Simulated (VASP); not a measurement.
Wanted: the native input for a VASP 6.6.1 run.

```
Task                   : single point
Functional             : PBEsol
Potentials or basis    : VASP PAW PBE potentials, release 64 (Be, C)
Cutoff                 : 520 eV
k mesh                 : 12 × 12 × 12
Occupations            : gaussian, width 0.02 eV
Spin                   : no spin polarisation
Dipole correction      : no
Further INCAR settings : ALGO = Normal; EDIFF = 1e-07; NBANDS = 11
```

The structure of Be2C lies in POSCAR:

```
Be2C
1.0
    0.0000000000      2.1553808132      2.1553808132
    2.1553808132      0.0000000000      2.1553808132
    2.1553808132      2.1553808132      0.0000000000
Be C
2 1
Direct
    0.2500000000      0.2500000000      0.2500000000
    0.7500000000      0.7500000000      0.7500000000
    0.0000000000      0.0000000000      0.0000000000
```

The cell isn't the ideal one: relaxed again under DFT PBEsol, scalar-relativistic, plane waves, PAW.

One way to write it, as run:

INCAR

```
SYSTEM = Be2C
PREC = Accurate ; ENCUT = 520
EDIFF = 1E-7 ; ISMEAR = 0
SIGMA = 0.02 ; LREAL = .False.
LASPH = .True. ; NELM = 100
ALGO = Normal ; ISIF = 2
LWAVE = .False. ; LCHARG = .True.
GGA = PS ; LELF = .True.
LVHAR = .True. ; NBANDS = 11
```

KPOINTS

```
Automatic mesh
0
Gamma
  12 12 12
  0 0 0
```

Potentials or basis: VASP PAW PBE potentials, release 64 (Be, C).

Run with:

```bash
$ cat potpaw_PBE.64/Be/POTCAR potpaw_PBE.64/C/POTCAR > POTCAR
$ mpirun -np 1 vasp_std > vasp.out
```

Results of the run:

The pressure is 0.7 GPa. The band gap on the k mesh is 1.07 eV, indirect (least direct gap 4.11 eV).

Caveat: the PAW data sets were made with another functional, which shifts forces and pressure a little.

Wall time 21 s on 1 thread of AMD EPYC 7R13 Processor (Zen 3), with other jobs on the host, peak memory 0.1 GiB.
